## Why mercury telluride is easier to shear than to squeeze

In mercury telluride each mercury atom sits at the centre of a tetrahedron of four tellurium atoms, and each tellurium atom likewise among four mercury atoms. A cubic crystal of this kind has three elastic constants. C11 gives the stress along a cube axis when the crystal is stretched along that axis with its width held fixed, C12 the stress along a cube axis at right angles to the stretch, and C44 the resistance to a shear that tilts two cube axes towards each other. The table sets constants from density-functional theory beside measured ones.

Computed elastic constants of zinc-blende HgTe at zero temperature, from Ansatz 0.2.0 with scalar-relativistic density-functional theory (PBEsol, plane waves, PAW). The cutoff is 420 eV, the k mesh 12×12×12 for the two-atom cell, and the Fermi–Dirac smearing 0.15 eV. The atoms were relaxed in each strained cell, with a strain amplitude of 0.005. The rows were drawn from a pool: of 90 crystals with a measured lattice constant, 2 whose relaxed edge lies over 5 % from it were taken for other phases and got no table, so the agreement shown is better than for the whole pool.

| row | computed constant (GPa) | what it is | measured constant (GPa) | label in the paper, method, sample | source |
| --- | --- | --- | --- | --- | --- |
| 1 | 20 | C44 on the cell's Cartesian axes | n/a | n/a | n/a |
| 2 | n/a | n/a | 22.6 | C44; not stated; bulk crystal | arXiv:1801.04324 (2018) |
| 3 | n/a | n/a | 22.6 | C44; quoted experimental value; bulk crystal | pmc:6026171 (2018) |
| 4 | 37 | C12 on the cell's Cartesian axes | n/a | n/a | n/a |
| 5 | n/a | n/a | 41.5 | C12; not stated; bulk crystal | arXiv:1801.04324 (2018) |
| 6 | 41.9 | bulk modulus (Hill) | n/a | n/a | n/a |
| 7 | 52 | C11 on the cell's Cartesian axes | n/a | n/a | n/a |
| 8 | n/a | n/a | 59.7 | C11; not stated; bulk crystal | arXiv:1801.04324 (2018) |
| 9 | n/a | n/a | 59.7 | C11; quoted experimental value; bulk crystal | pmc:6026171 (2018) |

### 1. Which deformation does the crystal resist most?

It resists a change of volume more than any change of shape. Equal strain along all three axes brings C11 and both neighbouring C12 terms into play, so the bulk modulus is (C11 + 2 C12)/3, computed as 41.9 GPa. If the crystal is instead stretched along one axis and squeezed along another at constant volume, the resistance is (C11 − C12)/2, which is only 7.9 GPa.

The tetrahedra explain the difference. Uniform compression shortens every bond. This particular change of shape leaves all bond lengths the same to first order and only alters the angles between them. A small gap between C11 and C12 is therefore the mark of bonds that are stiff in length and soft in angle.

### 2. Which digits can be trusted?

Only the rough size can be trusted. The error of the calculation reaches the second digit everywhere, and for C12 it even changes the first: 37 GPa is computed where 41.5 GPa was measured. Against the measured values, C11 and C12 come out 12% too low and C44 9% too low. All three figures use the unrounded results of the same run. For C44 that is 20.5 GPa; the printed 20 would make its error look larger. The comparison also requires the cell's Cartesian axes to lie along the cube axes, which is not guaranteed for a two-atom cell; here the full set of computed constants has the form expected for the cube axes. The two papers give the same C11 and C44, and C12 is listed from only one of them, so they count as one comparison, and the table does not state the temperature of the measurements. The run finds no band gap on its k mesh, and tests by the makers of the data on other systems suggest that results for such crystals can be sensitive to that mesh. The sensitivity was not tested for this crystal, so decimals should not be read as physics.

If the measured values are right, stresses worked out from the computed constants for a known strain will be roughly a tenth too small.

### 3. What would change if the atoms were not allowed to relax?

C44 would rise markedly, while C11 and C12 would stay as they are by symmetry. The shear measured by C44 lengthens two of the four bonds around an atom and shortens the other two. The mercury and tellurium sublattices can then slide against each other, which restores much of the bond length at the price of more bending.

The energies of the run show how much this matters. At full strain, relaxation lowers the energy of the cell by about 0.3 meV, and the relaxed C44 implies that about 0.44 meV remains stored. Stored energy is proportional to the elastic constant, so with fixed atoms C44 would be about 20.5 × (0.44 + 0.3)/0.44 ≈ 34 GPa. The energies are rounded to 0.1 meV, which leaves a range from 30 to 39 GPa.

### 4. C12 is much larger than C44. Does this prove that the forces depend on angles?

It does not. If atoms act on each other only along the line joining them, and if every atom is a centre of inversion, C12 must equal C44; this is the Cauchy relation. Here the computed ratio is 1.8, but a tetrahedral site is no centre of inversion, so the second condition fails from the start.

The fixed-atom estimate shows what that failure does. Its range for C44 includes C12, so the sliding of the sublattices may account for most of the difference. Better evidence for angular forces is that C11 exceeds C12: springs between nearest neighbours alone would offer no resistance to the pure change of angles described under the first question. Springs between more distant atoms could supply some of that resistance too, so this is evidence and not proof.

### 5. Can two springs describe the whole crystal?

The Keating model tries this with one stiffness *a* for stretching bonds and one stiffness *b* for bending them, both expressed here in GPa. For the tetrahedral lattice it gives

C11 = a + 3b, C12 = a − b, C44 = 4ab/(a + b).

The first two constants fix the springs, and the third is then a prediction. From the unrounded C11 = 52.4 and C12 = 36.6 GPa,

b = (52.4 − 36.6)/4 ≈ 4.0 GPa, a = 36.6 + 4.0 ≈ 40.6 GPa,

C44 = 4ab/(a + b) ≈ 14 GPa, with the unrounded stiffnesses.

Bending is thus about ten times softer than stretching, which puts the picture of the first question into a number. It also indicates what to look for in a related crystal: where bonds are more strongly directional, as in silicon, *b* is larger relative to *a*, and C11 stands further above C12.

### 6. Where does the two-spring model fail?

Its C44 is 30% below the computed value. The same recipe applied to the measured constants falls 27% short, so the fault lies mainly in the model and not in the electronic-structure calculation. With fixed atoms the model errs the other way, giving 44.5 GPa, above the whole estimated range. It therefore exaggerates how much stiffness is lost when the sublattices slide.

Part of the reason is probably electric charge. Mercury and tellurium carry opposite partial charges, and the long-range forces between them are absent from a model of short springs. Theory makes such forces a natural correction in a polar crystal, though their size has not been worked out here. Other short-range forces that two springs cannot represent may matter as well. The output below lists the model's results for both sets of constants.

### 7. Why is the computed crystal too soft?

The question takes the one set of measured constants at face value, and another measurement could narrow the gap. Temperature is unlikely to explain it: the calculation is for zero temperature, and crystals normally soften on warming, so a measurement made at room temperature would hide part of the gap. If the set holds, part of the answer is probably the size of the computed crystal. The relaxed cell is larger than the real one by roughly 2% in volume, judged against a recalled measured lattice constant, and longer bonds are weaker. The bulk modulus of such solids typically changes by four to five times the applied pressure. An excess volume of 2% then lowers it by about 9%, a large share of the 12% by which it falls below the value implied by the measured constants.

Shear does not fit this explanation. The excess volume acts like a tension of 0.02 × 41.9 ≈ 0.8 GPa, whereas C44 is about 2 GPa too low. It would have to change by some 2.5 GPa for each GPa of pressure, while in tetrahedral semiconductors the figure is usually about one or less. The calculation thus seems to make the bonds too easy to bend as well as too long. The neglect of spin–orbit coupling, which is strong in both elements, is one possible cause. So is the functional itself, since functionals of this kind place the filled d levels of mercury too close to the bonding states. The k mesh and the smearing of 0.15 eV, whose convergence was not tested, are others, and only further calculations could decide.

Output of the analysis:

```
bulk modulus implied by the measured constants, GPa: 47.57
shortfall of computed C11, percent: 12.19
shortfall of computed C12, percent: 11.81
shortfall of computed C44 from the fuller output, percent: 9.204
shortfall of C44 if the printed whole number is used, percent: 11.5
shortfall of computed bulk modulus, percent: 11.97
computed tetragonal shear constant (C11-C12)/2, GPa: 7.91
measured tetragonal shear constant (C11-C12)/2, GPa: 9.1
shortfall of the tetragonal shear constant, percent: 13.08
computed anisotropy, C44 over tetragonal shear constant: 2.594
computed ratio C12/C44: 1.784
measured ratio C12/C44: 1.836
Keating ratio of bending to stretching stiffness, computed constants: 0.09752
Keating C44 from computed C11 and C12, GPa: 14.41
Keating C44 below computed C44, percent: 29.75
Keating C44 from measured C11 and C12, GPa: 16.56
Keating C44 below measured C44, percent: 26.71
energy lowering by ion relaxation at full shear, meV per cell: 0.3
energy stored at full shear according to relaxed C44, meV per cell: 0.4419
rough C44 with ions held fixed, GPa: 34.45
lower rounding bound of fixed-ion C44, GPa: 29.81
upper rounding bound of fixed-ion C44, GPa: 39.09
Keating C44 with ions held fixed, GPa: 44.51
rough loss of bulk modulus from 2 percent excess volume, percent: 8.607
excess volume needed for the whole bulk modulus deficit, percent: 2.833
pressure derivative of C44 needed to blame 2 percent excess volume: 2.484
pressure derivative of tetragonal shear constant needed likewise: 1.421
```
